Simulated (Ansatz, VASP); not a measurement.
# One calculation of CuI (Marshite), two programs

```xyz
2
Lattice="0.0000 3.0390 3.0390 3.0390 0.0000 3.0390 3.0390 3.0390 0.0000" Properties=species:S:1:pos:R:3 pbc="T T T"
Cu    1.5195    1.5195    1.5195
I     0.0000    0.0000    0.0000
```

Alike in both runs: task relaxation of cell and atoms; functional PBEsol; k mesh 8 × 8 × 8; occupations gaussian, width 0.02 eV; no spin polarisation.

```csv
,VASP,Ansatz
version,VASP 6.6.1,Ansatz 0.2.0
potentials or method,"VASP PAW PBE potentials, release 64 (Cu, I)","scalar-relativistic, plane waves, PAW"
plane-wave cutoff (eV),600,420
valence electrons in the cell,18,36
```

```tsv
	VASP	Ansatz	Ansatz less VASP
gap on the k mesh at the Fermi level, each at its own relaxed structure (eV)	1.19	1.17	-0.017
relaxed volume (Å³/atom)	26.24	26.18	-0.065
relaxed cell length with the largest relative difference (Å)	4.202	4.199	-0.0035
energy change over the relaxation (meV/atom)	-17	-18	-1.3
```

The two sets of potentials don't hold the same shells in valence.

Caveats: the PAW data sets were made with another functional, which shifts forces and pressure a little (VASP); spin-orbit coupling is left out, which moves the levels of the heavy elements.
